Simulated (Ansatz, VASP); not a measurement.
# ZnO: VASP beside Ansatz

```xyz
4
Lattice="3.2131 0.0000 0.0000 -1.6066 2.7827 0.0000 0.0000 0.0000 5.1811" Properties=species:S:1:pos:R:3 pbc="T T T"
Zn    0.0000    1.8551    0.0075
Zn    1.6066    0.9276    2.5981
O     0.0000    1.8551    1.9722
O     1.6066    0.9276    4.5628
```

Alike in both runs: functional RPBE; dispersion D4; k mesh 8 × 8 × 6; occupations gaussian, width 0.05 eV; no spin polarisation.

Ansatz relaxed the structure, and its values are those at the end. VASP's run is a single point on that final structure, the one shown.

```csv
,VASP,Ansatz
version,VASP 6.6.1,Ansatz 0.2.0
potentials or method,"VASP PAW PBE potentials, release 64 (Zn, O)","scalar-relativistic, plane waves, PAW"
plane-wave cutoff (eV),520,420
valence electrons in the cell,36,36
```

|  | VASP | Ansatz | Ansatz less VASP |
| --- | --- | --- | --- |
| gap on the k mesh at the Fermi level (eV) | 0.91 | 0.93 | +0.024 |
| least direct gap on the mesh (eV) | 0.91 | 0.93 | +0.024 |
| pressure (GPa) | 7.2 | 5.8 | -1.35 |
| dispersion energy (meV/atom) | -524.7 | -524.8 | -0.11 |

Caveats: the PAW data sets were made with another functional, which shifts forces and pressure a little (VASP). RPBE gaps usually lie below the measured ones, often by a third to a half.
